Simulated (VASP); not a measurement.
# Mo (Im-3m) in VASP: further runs

The runs below take Mo through single point, relaxation of cell and atoms, with LDA.

Program: VASP 6.6.1. These are calculated values, not measurements. Logs are shortened: lines on timing, memory, paths and dates and some standing lists are left out, and cuts for length are marked.

### Step 1. The crystal as given

The structure is cubic, space group Im-3m (No. 229). The conventional cell has a = 3.168 Å, b = 3.168 Å, c = 3.168 Å, α = 90.00°, β = 90.00°, γ = 90.00°. Mo (site symmetry m-3m) is surrounded by 8 Mo at 2.74 Å.

### Step 2. Single point, LDA (grid = ENCUT=400 dk=0.27 cell=3x3x2 ISMEAR=1 SIGMA=0.1 LREAL=Auto EDIFF=1e-06)

INCAR reads:

```
SYSTEM = Mo
ALGO = Fast
EDIFF = 1E-6
ENCUT = 400
ISIF = 2
ISMEAR = 1
LASPH = .TRUE.
LCHARG = .FALSE.
LREAL = Auto
LWAVE = .FALSE.
NBANDS = 136
NELM = 120
PREC = Accurate
SIGMA = 0.1
```

KPOINTS reads:

```
k-points
0
G
  4 4 6
  0 0 0
```

POSCAR reads:

```
Mo
1.0
   -4.7514269157      4.7514269157      4.7514269157
    4.7514269157     -4.7514269157      4.7514269157
    3.1676179438      3.1676179438     -3.1676179438
Mo
17
Direct
    0.0000000000      0.0000000000      0.5000000000
    0.0000000000      0.3333333333      0.0000000000
    0.0000000000      0.3333333333      0.5000000000
    0.0000000000      0.6666666667      0.0000000000
    0.0000000000      0.6666666667      0.5000000000
    0.3333333333      0.0000000000      0.0000000000
    0.3333333333      0.0000000000      0.5000000000
    0.3333333333      0.3333333333      0.0000000000
    0.3333333333      0.3333333333      0.5000000000
    0.3333333333      0.6666666667      0.0000000000
    0.3333333333      0.6666666667      0.5000000000
    0.6666666667      0.0000000000      0.0000000000
    0.6666666667      0.0000000000      0.5000000000
    0.6666666667      0.3333333333      0.0000000000
    0.6666666667      0.3333333333      0.5000000000
    0.6666666667      0.6666666667      0.0000000000
    0.6666666667      0.6666666667      0.5000000000
```

Potentials or basis: VASP PAW LDA potentials, release 64 (Mo_sv).

Started as:

```sh
$ cat potpaw_LDA.64/Mo_sv/POTCAR > POTCAR
$ mpirun -np 1 vasp_std > vasp.out
```

OUTCAR:

```text
SYSTEM = Mo
   EDIFF = 1E-6
   ENCUT = 400
   ISIF = 2
   ISMEAR = 1
   LASPH = .TRUE.
   LREAL = Auto
   NELM = 120
   PREC = Accurate

 Found     34 irreducible k-points:

 Following reciprocal coordinates:
            Coordinates               Weight
  0.000000  0.000000  0.000000      1.000000
  0.250000  0.000000  0.000000      4.000000
  0.500000  0.000000  0.000000      2.000000
  0.250000  0.250000  0.000000      2.000000
  0.500000  0.250000  0.000000      4.000000
 -0.250000  0.250000  0.000000      2.000000
   k-points           NKPTS =     34   k-points in BZ     NKDIM =     34   number of bands    NBANDS=    136
   number of dos      NEDOS =    301   number of ions     NIONS =     17
   total plane-waves  NPLWV = 104976
   dimension x,y,z NGX =    54 NGY =   54 NGZ =   36
   dimension x,y,z NGXF=   108 NGYF=  108 NGZF=   72
   ions per type =              17
   NGX,Y,Z   is equivalent  to a cutoff of  10.91, 10.91, 10.91 a.u.
   NGXF,Y,Z  is equivalent  to a cutoff of  21.82, 21.82, 21.82 a.u.
 SYSTEM =  Mo
   PREC   = accura    normal or accurate (medium, high low for compatibility)
   ISTART =      0    job   : 0-new  1-cont  2-samecut
   ICHARG =      2    charge: 1-file 2-atom 10-const
   ISPIN  =      1    spin polarized calculation?
   LNONCOLLINEAR =      F non collinear calculations
   LSORBIT =      F    spin-orbit coupling
   LASPH  =      T    aspherical Exc in radial PAW
   ENCUT  =  400.0 eV  29.40 Ry    5.42 a.u.  13.42 13.42  8.95*2*pi/ulx,y,z
   NELM   =    120;   NELMIN=  2; NELMDL= -5     # of ELM steps
   EDIFF  = 0.1E-05   stopping-criterion for ELM
   LREAL  =      T    real-space projection
   EDIFFG = 0.1E-04   stopping-criterion for IOM
   NSW    =      0    number of steps for IOM
   IBRION =     -1    ionic relax: 0-MD 1-quasi-New 2-CG
   NFREE  =      0    steps in history (QN), initial steepest desc. (CG)
   ISIF   =      2    stress and relaxation
   ISYM   =      2    0-nonsym 1-usesym 2-fastsym
   POTIM  = 0.5000    time-step for ionic-motion
   TEBEG  =    0.0;   TEEND  =   0.0 temperature during run
   PSTRESS=    0.0 pullay stress
   NELECT =     238.0000    total number of electrons
   NUPDOWN=      -1.0000    fix difference up-down
   EMIN   =  10.00;   EMAX   =-10.00  energy-range for DOS
   EFERMI =   0.00;   METHOD = LEGACY
   ISMEAR =     1;   SIGMA  =   0.10  broadening in eV -4-tet -1-fermi 0-gaus
   EFERMI_NEDOS =   21; number of points for ismear=-14 and -15
   IALGO  =     68    algorithm
   IMIX   =      4    mixing-type and parameters
     AMIX     =   0.40;   BMIX     =  1.00
     AMIX_MAG =   1.60;   BMIX_MAG =  1.00
  volume/ion in A,a.u.               =      16.83       113.55
  Fermi-wavevector in a.u.,A,eV,Ry     =   1.539762  2.909728 32.257592  2.370866
  Thomas-Fermi vector in A             =   2.645944
   LORBIT       =      0    0 simple, 1 ext, 2 COOP (PROOUT), +10 PAW based schemes
   GGA     = CA    functional components
   LHFCALC =     F    Hartree Fock is set to
   AEXX    =    0.0000 exact exchange contribution
   IVDW    =     0    specifies the selected vdW correction
   LEPSILON=     F    determine dielectric tensor
   LRPA    =     F    only Hartree local field effects (RPA)
 non-spin polarized calculation
 RMM-DIIS sequential band-by-band and
 Methfessel and Paxton  Order N= 1 SIGMA  =   0.10
  energy-cutoff  :      400.00
  volume of cell :      286.05
 maximum number of plane-waves:      5232
 NGX is ok and might be reduce to    54

 number of electron     238.0000095 magnetization

 Free energy of the ion-electron system (eV)
  ---------------------------------------------------
  ext. energy  EPLUGINS =         0.00000000
  ---------------------------------------------------
  free energy    TOTEN  =      -201.98530108 eV

  energy without entropy =     -201.98426439  energy(sigma->0) =     -201.98495552

 E-fermi :  11.0838     XC(G=0): -13.1217

 val. band max:       11.0808825917   @ k =   0.0000   0.0000   0.1667
 cond. band min:      11.0839867222   @ k =   0.0000   0.0000   0.1667
 fundamental gap:      0.0031041305
 Fermi energy:        11.0838366596

 k-point     1 :       0.0000    0.0000    0.0000
  band No.  band energies     occupation
      1     -49.6616      2.00000
      2     -49.5528      2.00000
      3     -49.4664      2.00000
      4     -49.4655      2.00000
      5     -49.4578      2.00000
      6     -49.4558      2.00000
[... 123 lines left out ...]
    130      12.7949     -0.00000
    131      12.8104     -0.00000

 k-point     2 :       0.2500    0.0000    0.0000
  band No.  band energies     occupation
      1     -49.6485      2.00000
      2     -49.5674      2.00000
      3     -49.4905      2.00000
      4     -49.4722      2.00000
      5     -49.4672      2.00000
      6     -49.4571      2.00000
[... 123 lines left out ...]
    130      12.7156     -0.00000
    131      12.7311     -0.00000

 k-point     3 :       0.5000    0.0000    0.0000
  band No.  band energies     occupation
      1     -49.6250      2.00000
      2     -49.5935      2.00000
      3     -49.5046      2.00000
      4     -49.4794      2.00000
      5     -49.4679      2.00000
      6     -49.4560      2.00000
[... 123 lines left out ...]
    130      12.7023     -0.00000
    131      12.7397     -0.00000

 k-point     4 :       0.2500    0.2500    0.0000
  band No.  band energies     occupation
      1     -49.6270      2.00000
      2     -49.5882      2.00000
      3     -49.5186      2.00000
      4     -49.4693      2.00000
      5     -49.4596      2.00000
      6     -49.4522      2.00000
[... 123 lines left out ...]
    130      12.4914     -0.00000
    131      12.5731     -0.00000

 k-point     5 :       0.5000    0.2500    0.0000
  band No.  band energies     occupation
      1     -49.6251      2.00000
      2     -49.5915      2.00000
      3     -49.5168      2.00000
      4     -49.4727      2.00000
      5     -49.4617      2.00000
      6     -49.4511      2.00000
[... 123 lines left out ...]
    130      12.3045     -0.00000
    131      12.4648     -0.00000

 k-point     6 :      -0.2500    0.2500    0.0000
  band No.  band energies     occupation
      1     -49.6479      2.00000
      2     -49.5692      2.00000
      3     -49.4894      2.00000
      4     -49.4720      2.00000
      5     -49.4717      2.00000
      6     -49.4513      2.00000
[... 123 lines left out ...]
    130      12.5453     -0.00000
    131      12.7326     -0.00000

 [... further k-points ...]

 [bands above 131 left out]

------------------------ aborting loop because EDIFF is reached ----------------------------------------

  FORCE on cell =-STRESS in cart. coord.  units (eV):
  Direction    XX          YY          ZZ          XY          YZ          ZX
  --------------------------------------------------------------------------------------
  -------------------------------------------------------------------------------------
  Total      -30.3266159    -30.3266159    -30.4408485      0.9811443     -0.5544224     -0.5544224
  in kB     -169.8609856   -169.8609856   -170.5008089      5.4954415     -3.1053491     -3.1053495
  external PRESSURE =    -170.0742600 kB  Pullay stress =       0.0000000 kB

 VOLUME and BASIS-vectors are now :
 -----------------------------------------------------------------------------
  energy-cutoff  :      400.00
  volume of cell :      286.05
      direct lattice vectors                 reciprocal lattice vectors
    -4.751426916  4.751426916  4.751426916     0.000000000  0.105231546  0.105231546
     4.751426916 -4.751426916  4.751426916     0.105231546  0.000000000  0.105231546
     3.167617944  3.167617944 -3.167617944     0.157847319  0.157847319  0.000000000

 POSITION                                       TOTAL-FORCE (eV/Angst)
 -----------------------------------------------------------------------------------
      1.58381      1.58381     -1.58381        -0.000000     -0.000000      0.000000
      1.58381     -1.58381      1.58381         0.162058     -0.072664      0.122371
      3.16762      0.00000     -0.00000        -0.382513      0.048616     -0.032203
      3.16762     -3.16762      3.16762        -0.162058      0.072664     -0.122371
      4.75143     -1.58381      1.58381         0.382513     -0.048616      0.032203
     -1.58381      1.58381      1.58381        -0.072664      0.162058      0.122371
[... 9 lines left out ...]
      0.00000      0.00000      6.33524        -0.029089     -0.029089      0.164575
      1.58381      1.58381      4.75143         0.054481      0.054481      0.115054
 -----------------------------------------------------------------------------------
    total drift:                                0.000000     -0.000000      0.000000

  FREE ENERGIE OF THE ION-ELECTRON SYSTEM (eV)
  ---------------------------------------------------
  free  energy   TOTEN  =      -201.9853010834 eV

  energy  without entropy=     -201.9842643875  energy(sigma->0) =     -201.98495552
```

Run time: 25 min. Hardware: 1 thread of Intel Xeon 6975P-C (Granite Rapids), shared host; peak memory 0.61 GiB.

The run converged, but some of its settings lie outside the range that counts as converged, so its numbers aren't taken as properties of the crystal.

Results:

```
Free energy            : -201.9853 eV
Pressure               : -17.0 GPa
Largest force          : 0.387 eV/Å
Band gap on the k mesh : none (metal or under the smearing width)
```

### Step 3. Single point, LDA (grid = ENCUT=650 dk=0.35 cell=3x3x2 ISMEAR=1 SIGMA=0.1 LREAL=Auto EDIFF=1e-06)

Changes to INCAR since step 2:

```diff
@@ -3,3 +3,3 @@
 EDIFF = 1E-6
-ENCUT = 400
+ENCUT = 650
 ISIF = 2
```

KPOINTS reads:

```
k-points
0
G
  3 3 5
  0 0 0
```

POSCAR is that of step 2.

Potentials or basis: VASP PAW LDA potentials, release 64 (Mo_sv).

Started as:

```sh
$ cat potpaw_LDA.64/Mo_sv/POTCAR > POTCAR
$ mpirun -np 1 vasp_std > vasp.out
```

It took 22 min on 1 thread of Intel Xeon 6975P-C (Granite Rapids), shared host; peak memory 0.7 GiB.

These settings aren't checked as converged: the numbers below hold their error.

What came out:

- Free energy: -202.0393 eV
- Pressure: -16.4 GPa
- Largest force: 0.422 eV/Å
- Band gap on the k mesh: none (metal or under the smearing width)

### Step 4. Relaxation of cell and atoms, LDA

This run uses another cell than the first one: it holds 1 atom, not 17.

INCAR reads:

```
PREC = Accurate
ENCUT = 600
EDIFF = 1E-7
ISMEAR = -1
SIGMA = 0.05
LREAL = False
LASPH = True
NELM = 80
ALGO = Fast
ISIF = 3
LWAVE = False
LCHARG = False
IBRION = 2
NSW = 40
EDIFFG = -0.01
```

KPOINTS reads:

```
regular mesh
0
Gamma
  12 12 12
```

POSCAR reads:

```
Mo
1.0
   -1.5838089719      1.5838089719      1.5838089719
    1.5838089719     -1.5838089719      1.5838089719
    1.5838089719      1.5838089719     -1.5838089719
Mo
1
Direct
    0.0000000000      0.0000000000      0.0000000000
```

Started as:

```sh
$ cat potpaw_LDA.64/Mo_sv/POTCAR > POTCAR
$ mpirun -np 1 vasp_std > vasp.out
```

Wall time 50 s (1 thread of AMD EPYC 7R13 (Zen 3), shared host); peak memory 0.12 GiB.

The run converged. Its results:

```
Free energy                            : -12.1475 eV
Relaxed volume                         : 15.13 Å³/atom
Relaxed cell                           : a = 2.698 Å, b = 2.698 Å, c = 2.698 Å, α = 109.47°, β = 109.47°, γ = 109.47°
Space group after relaxing (to 0.05 Å) : Im-3m (No. 229)
Energy gained by relaxing              : 33.2 meV/atom
Ionic steps                            : 4
Pressure after relaxing                : -0.1 GPa
Band gap on the k mesh                 : none (metal or under the smearing width)
```

Step by step:
```
step  energy change (eV)  largest force (eV/Å)  pressure (GPa)  volume (Å³)
   1              0.0000                0.0000          -13.21        15.89
   2              0.2971                0.0000           58.06        13.07
   3             -0.0331                0.0000           -1.00        15.17
   4             -0.0332                0.0000           -0.07        15.13
```

Final structure:
```xyz
1
Lattice="-1.5580 1.5580 1.5580 1.5580 -1.5580 1.5580 1.5580 1.5580 -1.5580" Properties=species:S:1:pos:R:3 pbc="T T T"
Mo    0.0000    3.1159    0.0000
```

Levels at points of the mesh, in eV from the Fermi level:
```tsv
k point	band 4	band 5	band 6	band 7	band 8	band 9	band 10	band 11
(0.00, 0.00, 0.00)	-34.25	-7.27	-1.38	-1.38	-1.38	1.74	1.74	14.93
(0.50, 0.00, 0.00)	-34.26	-5.48	-3.52	1.80	1.87	2.45	5.07	12.09
(0.50, 0.50, 0.50)	-35.33	-5.67	-5.67	4.26	4.26	4.26	9.37	9.37
```
